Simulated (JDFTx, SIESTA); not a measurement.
This is a calculation of Si2Mo for JDFTx 1.7.0 (patched build). 

Contents of Si2Mo.in:

```
lattice \
   -3.0235617994     3.0235617994     3.0235617994 \
    3.0235617994    -3.0235617994     3.0235617994 \
    7.4275685328     7.4275685328    -7.4275685328
coords-type Lattice
ion Mo     0.0000000000     0.0000000000     0.0000000000 1
ion Si     0.6670000000     0.6670000000     0.0000000000 1
ion Si     0.3330000000     0.3330000000     0.0000000000 1

ion-species pseudo/Mo.upf
ion-species pseudo/Si.upf
elec-cutoff 40 320
elec-ex-corr gga-PBE
kpoint-folding 12 12 12
elec-smearing Fermi 0.0018374661
elec-n-bands 17
electronic-SCF nIterations 100 energyDiffThreshold 1e-09
electronic-minimize nIterations 30 energyDiffThreshold 1e-7
converge-empty-states yes
forces-output-coords Cartesian

dump-name run.$VAR
dump End Ecomponents EigStats BandEigs Kpoints Forces Stress ElecDensity Dtot KEdensity
```

Potentials or basis: PseudoDojo-SR-PBE-0.5-standard.

Command:

```console
$ jdftx -c 1 -i Si2Mo.in -o Si2Mo.out
```

**Question.** Translate it to SIESTA 5.4.2. Potentials or basis there: files PseudoDojo sr-pbe-0.4.1-standard, DZP (energy shift 0.003 Ry; two zetas on semicore shells).

**Answer.** As run (cutoffs and basis follow the program's own potentials, and thresholds, step limits or extra output files can differ):

File Si2Mo.fdf:

```
SystemName                      Si2Mo
SystemLabel                     Si2Mo
NumberOfSpecies                 2
NumberOfAtoms                   3
%block ChemicalSpeciesLabel
  1  42 Mo
  2  14 Si
%endblock ChemicalSpeciesLabel

UseStructFile                   true

%block kgrid.MonkhorstPack
   12   0   0  0.0
    0  12   0  0.0
    0   0  12  0.0
%endblock kgrid.MonkhorstPack
XC.Functional                   GGA
XC.Authors                      PBE
PAO.BasisSize                   DZP
PAO.EnergyShift                 0.003 Ry
Mesh.Cutoff                     800 Ry
OccupationFunction              FD
ElectronicTemperature           0.05 eV
MaxSCFIterations                120
SCF.MustConverge                false
SCF.Mixer.Method                Pulay
SCF.Mixer.Weight                0.25
SCF.Mixer.History               8
SCF.DM.Tolerance                5.0e-05
SCF.H.Tolerance                 1.0e-03 eV
WriteForces                     true
Charge.Mulliken                 end
%block PAO.Basis
  Mo 5
  n=4 0 2
    3.234 0.000
  n=5 0 2
    8.986 0.000
  n=4 1 2
    3.729 0.000
  n=5 1 1
    8.986
  n=4 2 2
    6.762 0.000
%endblock PAO.Basis
```

Contents of Si2Mo.STRUCT_IN:

```
  -1.6000000000     1.6000000000     3.9305000000
   1.6000000000    -1.6000000000     3.9305000000
   1.6000000000     1.6000000000    -3.9305000000
3
1  42    0.0000000000     0.0000000000     0.0000000000
2  14    0.6670000000     0.6670000000     0.0000000000
2  14    0.3330000000     0.3330000000     0.0000000000
```

Potentials or basis: PseudoDojo 0.4 standard (PBE files), converted to PSML, two zetas on semicore shells, DZP (energy shift 0.003 Ry; two zetas on semicore shells).

Command:

```sh
$ siesta < Si2Mo.fdf > Si2Mo.out 2>&1
```

Both were run:

|  | JDFTx | SIESTA |
| --- | --- | --- |
| Pressure | 2.3 GPa | 3.7 GPa |
| Largest force | 0.275 eV/Å | 0.240 eV/Å |

Pressure is positive in compression.
